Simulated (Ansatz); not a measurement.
**From the elastic tensor of SiNi to moduli and sound speeds**

Theory: DFT PBE, scalar-relativistic, plane waves, PAW (Ansatz). Settings: 420 eV plane-wave cutoff, Γ-centred 14×12×10 mesh, Fermi-Dirac smearing of 0.15 eV. No spin polarisation.

Symmetry: Pmmn, No. 59, orthorhombic system. Conventional cell: a = 3.043 Å, b = 3.270 Å, c = 4.713 Å, α = 90.00°, β = 90.00°, γ = 90.00°. Around Si (site symmetry mm2) lie 6 Ni at 2.35 to 2.40 Å and 4 Si at 2.68 Å. Ni (site symmetry mm2) is surrounded by 6 Si at 2.35 to 2.40 Å and 4 Ni at 2.68 Å.

In a metal, frequencies and elastic constants depend on the k mesh and the smearing, soft modes and shear constants most. Spin polarisation was left out, and a magnetic state may lie lower.

Relaxed-ion constants (GPa, on the Cartesian axes of the calculation):
```
175.8 168.8 115.9   0.0   0.0   0.0
168.9 214.6 116.1   0.0   0.0   0.0
116.0 116.1 379.8   0.0   0.0   0.0
  0.0   0.0   0.0 116.6   0.0   0.0
  0.0   0.0   0.0   0.0 109.3   0.0
  0.0   0.0   0.0   0.0   0.0 111.5
```

Density 6.145 g/cm³; 4 atoms in 46.90 Å³.

The values that follow are for a polycrystal of randomly turned grains, by Hill's mean where one number stands. In a crystal this anisotropic the Voigt and Reuss bounds lie far apart, so Hill's mean and the sound speeds and Debye temperature from it are rough.

With S = C⁻¹: B_V = (C11+C22+C33+2(C12+C13+C23))/9, G_V = (C11+C22+C33−C12−C13−C23+3(C44+C55+C66))/15, 1/B_R = S11+S22+S33+2(S12+S13+S23), 15/G_R = 4(S11+S22+S33−S12−S13−S23)+3(S44+S55+S66); Hill is their mean. Then v_l = √((B+4G/3)/ρ), v_t = √(G/ρ), v_m = [(2/v_t³+1/v_l³)/3]^(−1/3) and Θ = (ħ/k_B)·v_m·(6π²n/V)^(1/3) for n atoms in the volume V; E = 9BG/(3B+G), ν = (3B−2G)/(2(3B+G)) and A^U = 5G_V/G_R + B_V/B_R − 6.

| Item | Value |
| --- | --- |
| Bulk modulus, Voigt / Reuss / Hill | 174.7 / 164.1 / 169.4 GPa |
| Shear modulus, Voigt / Reuss / Hill | 92.1 / 43.0 / 67.6 GPa |
| Young's modulus | 179 GPa |
| Poisson ratio | 0.324 |
| Pugh ratio B/G | 2.51 (over 1.75, the rule of thumb for ductile) |
| Universal anisotropy index | 5.78 |
| Longitudinal and transverse sound speeds | 6498 and 3316 m/s |
| Debye temperature from the mean sound speed | 487 K |

This form isn't the usual stable structure of the compound.

Cost: 1 run of about 28 core-minutes, on Arm Neoverse V2 (shared hosts).